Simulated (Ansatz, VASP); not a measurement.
ZnO in VASP and in Ansatz

INCAR

```
PREC = Accurate ; ENCUT = 520
EDIFF = 1E-6 ; ISMEAR = -1
SIGMA = 0.02 ; LREAL = F
LASPH = T ; NELM = 80
ALGO = Normal ; ISIF = 2
LWAVE = F ; LCHARG = F
GGA = PE ; NBANDS = 26
```

The input KPOINTS:

```
regular mesh
0
Gamma
  11 11 6
```

File POSCAR:

```
ZnO
1.0
    3.2709185479      0.0000000000      0.0000000000
   -1.6354592739      2.8326985562      0.0000000000
    0.0000000000      0.0000000000      5.2382632560
Zn O
2 2
Direct
    0.3333333333      0.6666666667      0.0000000000
    0.6666666667      0.3333333333      0.5000000000
    0.3333333333      0.6666666667      0.3821000000
    0.6666666667      0.3333333333      0.8821000000
```

Input for Ansatz:

```yaml
crystal:
  lattice:
    - [3.2709185479, 0.0, 0.0]
    - [-1.6354592739, 2.8326985562, 0.0]
    - [0.0, 0.0, 5.238263256]
  atoms:
    - { symbol: Zn, position: [0.3333333333, 0.6666666667, 0.0] }
    - { symbol: Zn, position: [0.6666666667, 0.3333333333, 0.5] }
    - { symbol: O, position: [0.3333333333, 0.6666666667, 0.3821] }
    - { symbol: O, position: [0.6666666667, 0.3333333333, 0.8821] }
kpoints:
  mp_grid: { grid: [11, 11, 6] }
  band_path:
    path:
      - [0.0, 0.0, 0.0]
      - [0.5, 0.0, 0.0]
      - [0.3333333333, 0.3333333333, 0.0]
      - [0.0, 0.0, 0.0]
      - [0.0, 0.0, 0.5]
      - [0.5, 0.0, 0.5]
      - [0.3333333333, 0.3333333333, 0.5]
      - [0.0, 0.0, 0.5]
      - [0.5, 0.0, 0.5]
    npoints: 5
scf:
  occupations: { method: fermi_dirac, width: 0.02 }
hamiltonian:
  xc: pbe
  pseudopotentials: { kind: all_electron, lapw: { basis_error: 0.0005 } }
output:
  forces: true
  stress: true
  eigenvalues: true
```

Change from the starting cell: volume scaled by 1.02.

Alike in both runs: task single point; functional PBE; k mesh 11 × 11 × 6; occupations fermi-dirac, width 0.02 eV; no spin polarisation.

|  | VASP | Ansatz |
| --- | --- | --- |
| version | VASP 6.6.1 | Ansatz 0.2.0 |
| potentials or method | VASP PAW PBE potentials, release 64 (Zn, O) | all-electron LAPW, scalar-relativistic |
| plane-wave cutoff (eV) | 520 | see its input |

Ansatz gave:

- gap on the k mesh at the Fermi level (eV): 0.79
- pressure (GPa): 2.0
- largest component of the traceless stress (GPa): 0.25
- rms of the force components (eV/Å): 0.018

Which values does VASP return?

gap on the k mesh at the Fermi level (eV): 0.76; pressure (GPa): 3.1; largest component of the traceless stress (GPa): 0.24; rms of the force components (eV/Å): 0.019.

Atom by atom the forces differ by 0.000 eV/Å (rms over components). Ansatz ran all-electron here, so the differences hold the error of VASP's frozen core and of both bases.
